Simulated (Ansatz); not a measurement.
# Is this Ir structure a true minimum?

The cell was found from a structure generator's guess, not taken from experiment.

Method: DFT PBE, scalar-relativistic, plane waves, PAW in Ansatz 0.2.0. Cutoff 420 eV; k points 22×22×20 on the computed 1-atom cell (Γ-centred); Gaussian smearing, width 0.10 eV; no spin polarisation.

The cell below (1 atom, space group Pm-3m (No. 221)) is relaxed within its symmetry.

```xyz
1
Lattice="2.5701 0.0000 0.0000 0.0000 2.5701 0.0000 0.0000 0.0000 2.5717" Properties=species:S:1:pos:R:3 pbc="T T T"
Ir    1.2851    1.2851    0.0000
```

For the test a repeat of it with 4 atoms (edges 2.57, 5.14, 5.14 Å) was strained at random (σ = 1.5 % a component), the atoms were moved at random (σ = 0.05 Å), and all was relaxed again on a coarse 8×4×4 mesh (in the run’s order of axes) with 0.20 eV smearing, with no symmetry imposed.

These runs have no spin–orbit coupling, which can matter for Ir.

**Question.** Is the structure stable against such a distortion?

**Answer.** It doesn't return. The energy falls by 877 meV/atom on that mesh, the volume changes by -14.3 %, and the end has space group P6_3/mmc (No. 194) at a loose tolerance. Relaxed again on a 24×24×12 mesh with 0.10 eV smearing, the new structure lies 929 meV/atom below the first (mesh in the axes of the run's cell; the cell below is made exact in the group named). Space group P6_3/mmc (No. 194), hexagonal, a = 2.747 Å, c = 4.458 Å. Ir is surrounded by 12 Ir at 2.74–2.75 Å.

```cif
data_structure
_symmetry_space_group_name_H-M 'P6_3/mmc'
_symmetry_Int_Tables_number 194
_cell_length_a 2.7467
_cell_length_b 2.7467
_cell_length_c 4.4581
_cell_angle_alpha 90.000
_cell_angle_beta 90.000
_cell_angle_gamma 120.000
_cell_volume 29.13
loop_
_atom_site_label
_atom_site_type_symbol
_atom_site_symmetry_multiplicity
_atom_site_Wyckoff_symbol
_atom_site_fract_x
_atom_site_fract_y
_atom_site_fract_z
_atom_site_occupancy
Ir1 Ir 2 c 0.33333 0.66667 0.25000 1
```
